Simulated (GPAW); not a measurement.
Crystal: Ir.

```xyz
2
Lattice="2.7514 0.0000 0.0000 -1.3757 2.3828 0.0000 0.0000 0.0000 4.4623" Properties=species:S:1:pos:R:3 pbc="T T T"
Ir    0.0000    1.5885    1.1156
Ir    1.3757    0.7943    3.3467
```

This isn't the form of Ir at room conditions, which is fcc.

```yaml
Program: GPAW 26.7.0
Task: relaxation of cell and atoms
Functional: PBEsol
Dispersion: D3(BJ)
Potentials_or_basis: PAW data sets generated in the run's folder for this functional
Cutoff: 600 eV
Basis: pw
k_mesh: 8 × 8 × 5
Occupations: fermi-dirac, width 0.05 eV
Spin: no spin polarisation
```

At the start: pressure -20.2 GPa; volume 14.63 Å³/atom.

Task: Where does the relaxation end?

Result: Over 6 steps the energy falls by 54.9 meV/atom and the volume is 13.81 Å³/atom (-5.6 %); space group P6_3/mmc (No. 194, to 0.05 Å).

Step by step:
| step | energy change (eV) | largest force (eV/Å) | pressure (GPa) | volume (Å³) |
| --- | --- | --- | --- | --- |
| 1 | 0.0000 | 0.0000 | -20.22 | 29.25 |
| 2 | -0.0982 | 0.0000 | -7.07 | 28.12 |
| 3 | -0.1095 | 0.0000 | 0.72 | 27.56 |
| 4 | -0.1097 | 0.0000 | 0.00 | 27.61 |
| 5 | -0.1098 | 0.0000 | -0.05 | 27.61 |
| 6 | -0.1098 | 0.0000 | -0.03 | 27.61 |

Final structure:
```
Ir
1.0
     2.70233    0.00000    0.00000
    -1.35116    2.34029    0.00000
     0.00000    0.00000    4.36609
Ir
2
Direct
  0.33333 0.66667 0.25000
  0.66667 0.33333 0.75000
```

Caveat: later steps reuse the first step's grids; pairwise dispersion overbinds metals, which lowers pressure and volume.
